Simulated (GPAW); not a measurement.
# WC (Qusongite) (P-6m2) in GPAW: relaxation of cell and atoms with r2SCAN+D3(BJ)

Aim: the relaxation of cell and atoms of WC (Qusongite) with r2SCAN+D3(BJ).

Everything below comes from runs of GPAW 26.7.0. Logs are shortened: lines on timing, memory, paths and dates and some standing lists are left out, and cuts for length are marked. The log counts tension as positive stress, the text compression.

## 1. Starting point

The structure is hexagonal, space group P-6m2 (No. 187). Conventional cell: a = 2.907 Å, b = 2.907 Å, c = 2.837 Å, α = 90.00°, β = 90.00°, γ = 120.00°. Around W (site symmetry -6m2) lie 6 C at 2.20 Å. C (site symmetry -6m2) has 6 W at 2.20 Å as nearest neighbours.

## 2. Relaxation of cell and atoms, r2SCAN+D3(BJ)

File run.py:

```python
from ase.calculators.mixing import SumCalculator
from ase.filters import FrechetCellFilter
from ase.io import write
from ase.optimize import BFGS
from ase.spacegroup import crystal
from dftd3.ase import DFTD3
from gpaw import GPAW, PW

# W 1a
# C 1f
atoms = crystal(['W', 'C'],
                basis=[[0.0, 0.0, 0.0],
                       [0.6666666667, 0.3333333333, 0.5]],
                spacegroup=187, setting=1,  # P-6m2
                cellpar=[2.9065, 2.9065, 2.8366, 90.0, 90.0, 120.0],
                primitive_cell=True)

calc = GPAW(mode=PW(800),
            xc='MGGA_X_R2SCAN+MGGA_C_R2SCAN',
            kpts={'size': (7, 7, 7), 'gamma': True},
            occupations={'name': 'fermi-dirac', 'width': 0.05},
            nbands=19,
            convergence={'density': 1e-05, 'energy': 1e-05},
            maxiter=150,
            txt='gpaw.txt')
atoms.calc = SumCalculator([calc, DFTD3(method='r2scan', damping='d3bj')])
opt = BFGS(FrechetCellFilter(atoms), trajectory='relax.traj', logfile='-')
done = opt.run(fmax=0.05, steps=60)
calc.write('gs.gpw')
write('result.traj', atoms)
print('Converged:', done)
print('Cell:', atoms.cell.cellpar().round(4))
print('Volume:', round(atoms.get_volume(), 4))
print(atoms.get_scaled_positions().round(5))
```

Potentials or basis: GPAW PAW data sets (gpaw-data 1.2.1), pw.

Run with:

```
> OMP_NUM_THREADS=1 python run.py
```

gpaw.txt:

```text
__  _  _
 | _ |_)|_||  |
 |__||  | ||/\| - 26.7.0

Input parameters:
  mode=PW(ecut=800.0),
  convergence={'density': 1e-05, 'energy': 1e-05},
  kpts=MonkhorstPack(size=(7, 7, 7), gamma=True),
  maxiter=150,
  nbands=19,
  occupations=Occupations(name='fermi-dirac', width=0.05),
  xc=XC(name='MGGA_X_R2SCAN+MGGA_C_R2SCAN')

Diagonalizing LCAO Hamiltonian
Converting LCAO to pw mode

           C

       W

Atoms  # Å, Bohr magnetons
|   | symbol |        x |        y |        z |    initial magnetic moments |
|---|--------|----------|----------|----------|-----------------------------|
| 0 |      W | 0.000000 | 0.000000 | 0.000000 | ( 0.0000,  0.0000,  0.0000) |
| 1 |      C | 1.453250 | 0.839034 | 1.418300 | ( 0.0000,  0.0000,  0.0000) |

Unit cell  # Å
| periodic |         x |        y |        z |  lengths |     angles |
|----------|-----------|----------|----------|----------|------------|
|      yes |  2.906500 | 0.000000 | 0.000000 | 2.906500 |  90.000000 |
|      yes | -1.453250 | 2.517103 | 0.000000 | 2.906500 |  90.000000 |
|      yes |  0.000000 | 0.000000 | 2.836600 | 2.836600 | 120.000000 |

Number of symmetries: 12
Symmetry operations  # r_c * U_cc + t_c -> r_c
|    | kind |            matrix            |
|----|------|------------------------------|
|  0 |  σ   |  1, 1, 0,  0,-1, 0,  0, 0, 1 |
|  1 |  C2  |  1, 1, 0,  0,-1, 0,  0, 0,-1 |
|  2 |  E   |  1, 0, 0,  0, 1, 0,  0, 0, 1 |
|  3 |  σ   |  1, 0, 0,  0, 1, 0,  0, 0,-1 |
|  4 |  C3  |  0, 1, 0, -1,-1, 0,  0, 0, 1 |
|  5 |  S3  |  0, 1, 0, -1,-1, 0,  0, 0,-1 |
|  6 |  σ   |  0,-1, 0, -1, 0, 0,  0, 0, 1 |
|  7 |  C2  |  0,-1, 0, -1, 0, 0,  0, 0,-1 |
|  8 |  σ   | -1, 0, 0,  1, 1, 0,  0, 0, 1 |
|  9 |  C2  | -1, 0, 0,  1, 1, 0,  0, 0,-1 |
| 10 |  C3  | -1,-1, 0,  1, 0, 0,  0, 0, 1 |
| 11 |  S3  | -1,-1, 0,  1, 0, 0,  0, 0,-1 |

BZ-sampling:
  Number of BZ points: 343
  Number of IBZ points: 32

  Monkhorst-Pack size: [7, 7, 7]
  Monkhorst-Pack shift: [0, 0, 0]

K-points  # in reciprocal-cell coordinates
|     |                                coordinates |     weight |
|-----|--------------------------------------------|------------|
|   0 | (  0.00000000,   0.00000000,   0.00000000) | 0.00291545 |
|   1 | (  0.00000000,   0.00000000,   0.14285714) | 0.00583090 |
|   2 | (  0.00000000,   0.00000000,   0.28571429) | 0.00583090 |
|   3 | (  0.00000000,   0.00000000,   0.42857143) | 0.00583090 |
|   4 | (  0.14285714,   0.00000000,   0.00000000) | 0.01749271 |
|   5 | (  0.14285714,   0.00000000,   0.14285714) | 0.03498542 |
|   6 | (  0.14285714,   0.00000000,   0.28571429) | 0.03498542 |
|   7 | (  0.14285714,   0.00000000,   0.42857143) | 0.03498542 |
|   8 | (  0.28571429,  -0.14285714,   0.00000000) | 0.01749271 |
|   9 | (  0.28571429,  -0.14285714,   0.14285714) | 0.03498542 |
| ... |                                            |            |
|  31 | (  0.42857143,   0.42857143,   0.42857143) | 0.03498542 |

Plane wave coefficients: 1085
Cutoff: 800.0 eV
[... 135 lines left out ...]
dipole moment: (-4.715960, -9.769498, -10.558430)  # |e|*Ang

Fermi level: 14.163
Eigenvalues  # (at kpt = [0.000, 0.000, 0.000])
| band index |      eig [eV] | occ [0-2] |
|------------|---------------|-----------|
|          0 |       -61.751 |     2.000 |
|          1 |       -25.303 |     2.000 |
|          2 |       -25.184 |     2.000 |
|          3 |       -25.184 |     2.000 |
|          4 |        -1.184 |     2.000 |
|          5 |         9.537 |     2.000 |
[... 9 lines left out ...]
|         15 |        31.683 |     0.000 |
|         16 |        31.683 |     0.000 |
|        ... |               |           |
|         18 |        39.173 |     0.000 |

No gap
No difference between direct/indirect transitions

Stress tensor  # eV/Ang^3
|         x |         y |        z |
|-----------|-----------|----------|
| -0.012041 | -0.000000 | 0.000000 |
| -0.000000 | -0.012041 | 0.000000 |
|  0.000000 |  0.000000 | 0.000056 |

Forces  # eV/Ang
|        x |       y |       z |
|----------|---------|---------|
|  0.00000 | 0.00000 | 0.00000 |  # W    0
| -0.00000 | 0.00000 | 0.00000 |  # C    1

Interpolating wave functions to new cell

           C

       W

Atoms  # Å, Bohr magnetons
|   | symbol |        x |         y |         z |    initial magnetic moments |
|---|--------|----------|-----------|-----------|-----------------------------|
| 0 |      W | 0.000000 | -0.000000 | -0.000000 | ( 0.0000,  0.0000,  0.0000) |
| 1 |      C | 1.452281 |  0.838475 |  1.416053 | ( 0.0000,  0.0000,  0.0000) |

Unit cell  # Å
| periodic |         x |         y |         z |  lengths |     angles |
|----------|-----------|-----------|-----------|----------|------------|
|      yes |  2.904561 | -0.000000 | -0.000000 | 2.904561 |  90.000000 |
|      yes | -1.452281 |  2.515424 |  0.000000 | 2.904561 |  90.000000 |
|      yes | -0.000000 |  0.000000 |  2.832107 | 2.832107 | 120.000000 |

Number of symmetries: 12
Symmetry operations  # r_c * U_cc + t_c -> r_c
|    | kind |            matrix            |
|----|------|------------------------------|
|  0 |  σ   |  1, 1, 0,  0,-1, 0,  0, 0, 1 |
|  1 |  C2  |  1, 1, 0,  0,-1, 0,  0, 0,-1 |
|  2 |  E   |  1, 0, 0,  0, 1, 0,  0, 0, 1 |
|  3 |  σ   |  1, 0, 0,  0, 1, 0,  0, 0,-1 |
|  4 |  C3  |  0, 1, 0, -1,-1, 0,  0, 0, 1 |
|  5 |  S3  |  0, 1, 0, -1,-1, 0,  0, 0,-1 |
|  6 |  σ   |  0,-1, 0, -1, 0, 0,  0, 0, 1 |
|  7 |  C2  |  0,-1, 0, -1, 0, 0,  0, 0,-1 |
|  8 |  σ   | -1, 0, 0,  1, 1, 0,  0, 0, 1 |
|  9 |  C2  | -1, 0, 0,  1, 1, 0,  0, 0,-1 |
| 10 |  C3  | -1,-1, 0,  1, 0, 0,  0, 0, 1 |
| 11 |  S3  | -1,-1, 0,  1, 0, 0,  0, 0,-1 |

BZ-sampling:
  Number of BZ points: 343
  Number of IBZ points: 32

  Monkhorst-Pack size: [7, 7, 7]
  Monkhorst-Pack shift: [0, 0, 0]

K-points  # in reciprocal-cell coordinates
|     |                                coordinates |     weight |
|-----|--------------------------------------------|------------|
|   0 | (  0.00000000,   0.00000000,   0.00000000) | 0.00291545 |
|   1 | (  0.00000000,   0.00000000,   0.14285714) | 0.00583090 |
|   2 | (  0.00000000,   0.00000000,   0.28571429) | 0.00583090 |
|   3 | (  0.00000000,   0.00000000,   0.42857143) | 0.00583090 |
|   4 | (  0.14285714,   0.00000000,   0.00000000) | 0.01749271 |
|   5 | (  0.14285714,   0.00000000,   0.14285714) | 0.03498542 |
|   6 | (  0.14285714,   0.00000000,   0.28571429) | 0.03498542 |
|   7 | (  0.14285714,   0.00000000,   0.42857143) | 0.03498542 |
|   8 | (  0.28571429,  -0.14285714,   0.00000000) | 0.01749271 |
|   9 | (  0.28571429,  -0.14285714,   0.14285714) | 0.03498542 |
| ... |                                            |            |
|  31 | (  0.42857143,   0.42857143,   0.42857143) | 0.03498542 |

Plane wave coefficients: 1081
Cutoff: 800.0 eV
[... 135 lines left out ...]
dipole moment: (-15.523485, 8.962492, -10.541536)  # |e|*Ang

Fermi level: 14.214
Eigenvalues  # (at kpt = [0.000, 0.000, 0.000])
| band index |      eig [eV] | occ [0-2] |
|------------|---------------|-----------|
|          0 |       -61.694 |     2.000 |
|          1 |       -25.243 |     2.000 |
|          2 |       -25.126 |     2.000 |
|          3 |       -25.126 |     2.000 |
|          4 |        -1.157 |     2.000 |
|          5 |         9.571 |     2.000 |
[... 9 lines left out ...]
|         15 |        31.755 |     0.000 |
|         16 |        31.755 |     0.000 |
|        ... |               |           |
|         18 |        39.262 |     0.000 |

No gap
No difference between direct/indirect transitions

Stress tensor  # eV/Ang^3
|         x |         y |         z |
|-----------|-----------|-----------|
| -0.017928 | -0.000000 |  0.000000 |
| -0.000000 | -0.017928 |  0.000000 |
|  0.000000 |  0.000000 | -0.011252 |

Forces  # eV/Ang
|       x |       y |       z |
|---------|---------|---------|
| 0.00000 | 0.00000 | 0.00000 |  # W    0
| 0.00000 | 0.00000 | 0.00000 |  # C    1

Interpolating wave functions to new cell

           C

       W

Atoms  # Å, Bohr magnetons
|   | symbol |        x |         y |         z |    initial magnetic moments |
|---|--------|----------|-----------|-----------|-----------------------------|
| 0 |      W | 0.000000 | -0.000000 | -0.000000 | ( 0.0000,  0.0000,  0.0000) |
| 1 |      C | 1.451647 |  0.838109 |  1.414112 | ( 0.0000,  0.0000,  0.0000) |

Unit cell  # Å
| periodic |         x |         y |         z |  lengths |     angles |
|----------|-----------|-----------|-----------|----------|------------|
|      yes |  2.903293 | -0.000000 | -0.000000 | 2.903293 |  90.000000 |
|      yes | -1.451647 |  2.514326 |  0.000000 | 2.903293 |  90.000000 |
|      yes | -0.000000 |  0.000000 |  2.828223 | 2.828223 | 120.000000 |

Number of symmetries: 12
Symmetry operations  # r_c * U_cc + t_c -> r_c
|    | kind |            matrix            |
|----|------|------------------------------|
|  0 |  σ   |  1, 1, 0,  0,-1, 0,  0, 0, 1 |
|  1 |  C2  |  1, 1, 0,  0,-1, 0,  0, 0,-1 |
|  2 |  E   |  1, 0, 0,  0, 1, 0,  0, 0, 1 |
|  3 |  σ   |  1, 0, 0,  0, 1, 0,  0, 0,-1 |
|  4 |  C3  |  0, 1, 0, -1,-1, 0,  0, 0, 1 |
|  5 |  S3  |  0, 1, 0, -1,-1, 0,  0, 0,-1 |
|  6 |  σ   |  0,-1, 0, -1, 0, 0,  0, 0, 1 |
|  7 |  C2  |  0,-1, 0, -1, 0, 0,  0, 0,-1 |
|  8 |  σ   | -1, 0, 0,  1, 1, 0,  0, 0, 1 |
|  9 |  C2  | -1, 0, 0,  1, 1, 0,  0, 0,-1 |
| 10 |  C3  | -1,-1, 0,  1, 0, 0,  0, 0, 1 |
| 11 |  S3  | -1,-1, 0,  1, 0, 0,  0, 0,-1 |

BZ-sampling:
  Number of BZ points: 343
  Number of IBZ points: 32

  Monkhorst-Pack size: [7, 7, 7]
  Monkhorst-Pack shift: [0, 0, 0]

K-points  # in reciprocal-cell coordinates
|     |                                coordinates |     weight |
|-----|--------------------------------------------|------------|
|   0 | (  0.00000000,   0.00000000,   0.00000000) | 0.00291545 |
|   1 | (  0.00000000,   0.00000000,   0.14285714) | 0.00583090 |
|   2 | (  0.00000000,   0.00000000,   0.28571429) | 0.00583090 |
|   3 | (  0.00000000,   0.00000000,   0.42857143) | 0.00583090 |
|   4 | (  0.14285714,   0.00000000,   0.00000000) | 0.01749271 |
|   5 | (  0.14285714,   0.00000000,   0.14285714) | 0.03498542 |
|   6 | (  0.14285714,   0.00000000,   0.28571429) | 0.03498542 |
|   7 | (  0.14285714,   0.00000000,   0.42857143) | 0.03498542 |
|   8 | (  0.28571429,  -0.14285714,   0.00000000) | 0.01749271 |
|   9 | (  0.28571429,  -0.14285714,   0.14285714) | 0.03498542 |
| ... |                                            |            |
|  31 | (  0.42857143,   0.42857143,   0.42857143) | 0.03498542 |

Plane wave coefficients: 1081
Cutoff: 800.0 eV
[... 138 lines left out ...]
dipole moment: (-15.516408, 8.958406, -10.526890)  # |e|*Ang

Fermi level: 14.254
Eigenvalues  # (at kpt = [0.000, 0.000, 0.000])
| band index |      eig [eV] | occ [0-2] |
|------------|---------------|-----------|
|          0 |       -61.649 |     2.000 |
|          1 |       -25.196 |     2.000 |
|          2 |       -25.082 |     2.000 |
|          3 |       -25.082 |     2.000 |
|          4 |        -1.136 |     2.000 |
|          5 |         9.597 |     2.000 |
[... 9 lines left out ...]
|         15 |        31.808 |     0.000 |
|         16 |        31.808 |     0.000 |
|        ... |               |           |
|         18 |        39.334 |     0.000 |

No gap
No difference between direct/indirect transitions

Stress tensor  # eV/Ang^3
|         x |         y |         z |
|-----------|-----------|-----------|
| -0.022227 | -0.000000 |  0.000000 |
| -0.000000 | -0.022227 |  0.000000 |
|  0.000000 |  0.000000 | -0.020822 |

Forces  # eV/Ang
|       x |        y |       z |
|---------|----------|---------|
| 0.00000 | -0.00000 | 0.00000 |  # W    0
| 0.00000 | -0.00000 | 0.00000 |  # C    1

# Writing to gs.gpw (mode='')
```

Wall time 45 s (1 thread of Intel Xeon 6975P-C (Granite Rapids), shared host); peak memory 0.56 GiB.

Results:

```yaml
Free_energy: -36.1008 eV
Relaxed_volume: 10.32 Å³/atom
Relaxed_cell: a = 2.903 Å, b = 2.903 Å, c = 2.828 Å, α = 90.00°, β = 90.00°, γ = 120.00°
Space_group_after_relaxing_to_0.05_Å: P-6m2 (No. 187)
Energy_gained_by_relaxing: 0.3 meV/atom
Ionic_steps: 3
Pressure_after_relaxing: 0.1 GPa
Band_gap_on_the_k_mesh: none (metal or under the smearing width)
Dispersion_energy_per_atom: -0.219 eV
```

The path:
| step | energy change (eV) | largest force (eV/Å) | pressure (GPa) | volume (Å³) |
| --- | --- | --- | --- | --- |
| 1 | 0.0000 | 0.0000 | -2.10 | 20.75 |
| 2 | -0.0006 | 0.0000 | -0.89 | 20.69 |
| 3 | -0.0007 | 0.0000 | 0.06 | 20.65 |

Final structure:
```
W C
1.0
     2.90329    0.00000    0.00000
    -1.45165    2.51433    0.00000
     0.00000    0.00000    2.82822
W C
1 1
Direct
  0.00000 0.00000 0.00000
  0.66667 0.33333 0.50000
```

Levels at points of the mesh, in eV from the Fermi level:
| k point | band 5 | band 6 | band 7 | band 8 | band 9 | band 10 | band 11 | band 12 | band 13 | band 14 |
| --- | --- | --- | --- | --- | --- | --- | --- | --- | --- | --- |
| (0.00, 0.00, 0.00) | -15.39 | -4.66 | -3.66 | -3.66 | -0.03 | 3.30 | 3.30 | 5.87 | 5.87 | 6.75 |

Caveat: later steps reuse the first step's grids; the PAW data sets were made with another functional, which shifts forces and pressure a little; pairwise dispersion overbinds metals, which lowers pressure and volume.
